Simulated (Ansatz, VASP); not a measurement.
## Two plane-wave programs on Mn

The input INCAR:

```
SYSTEM = Mn
PREC = Accurate ; ENCUT = 600
EDIFF = 1E-7 ; ISMEAR = 0
SIGMA = 0.1 ; LREAL = .FALSE.
LASPH = .TRUE. ; NELM = 100
ALGO = Normal ; ISIF = 3
LWAVE = .FALSE. ; LCHARG = .FALSE.
GGA = PE ; IBRION = 2
NSW = 90 ; EDIFFG = -0.04
```

Contents of KPOINTS:

```
regular mesh
0
G
  6 6 6
  0 0 0
```

The input POSCAR:

```
Mn
1.0
    1.6182685492      0.9343077825      3.0008850053
   -1.6182685492      0.9343077825      3.0008850053
    0.0000000000     -1.8686155650      3.0008850053
Mn
2
Direct
    0.2275400000      0.2275400000      0.2275400000
    0.7724600000      0.7724600000      0.7724600000
```

Input for Ansatz:

```yaml
crystal:
  lattice:
    - [1.6182685492, 0.9343077825, 3.0008850053]
    - [-1.6182685492, 0.9343077825, 3.0008850053]
    - [0.0, -1.868615565, 3.0008850053]
  atoms:
    - { symbol: Mn, position: [0.22754, 0.22754, 0.22754] }
    - { symbol: Mn, position: [0.77246, 0.77246, 0.77246] }
basis:
  ecutwfc: 420
kpoints:
  mp_grid: { grid: [6, 6, 6] }
hamiltonian:
  xc: pbe
scf:
  occupations: { method: gaussian, width: 0.1 }
  lower_state_search: "off"
output:
  forces: true
  stress: true
  eigenvalues: true
relax:
  adjacent_minimum: "off"
  f_tol: 0.04
  max_steps: 70
  cell: { stress_tol: 0.4 }
```

Alike in both runs: task relaxation of cell and atoms; functional PBE; k mesh 6 × 6 × 6; occupations gaussian, width 0.1 eV; no spin polarisation.

|  | VASP | Ansatz |
| --- | --- | --- |
| version | VASP 6.6.1 | Ansatz 0.2.0 |
| potentials or method | VASP PAW PBE potentials, release 64 (Mn_pv) | scalar-relativistic, plane waves, PAW |
| plane-wave cutoff (eV) | 600 | 420 |
| valence electrons in the cell | 26 | 30 |

|  | VASP | Ansatz | Ansatz less VASP |
| --- | --- | --- | --- |
| gap on the k mesh at the Fermi level, each at its own relaxed structure (eV) | none | none | - |
| relaxed volume (Å³/atom) | 10.69 | 10.72 | +0.031 |
| relaxed cell length with the largest relative difference (Å) | 4.291 | 4.300 | +0.0084 |
| energy change over the relaxation (meV/atom) | -918 | -930 | -11.3 |

A gap of «none» marks a metal or a gap that the smearing closes. The two sets of potentials don't hold the same shells in valence.

Caveats: the k mesh is coarse (spacing up to 0.39 Å⁻¹), so the values aren't converged; the volume moved by over 15 % at a fixed basis, so the end points are rough; the run has no spin polarisation, though such a crystal can be magnetic. Spin polarisation is off, so any magnetic state and its effect on volume and gap are missing.
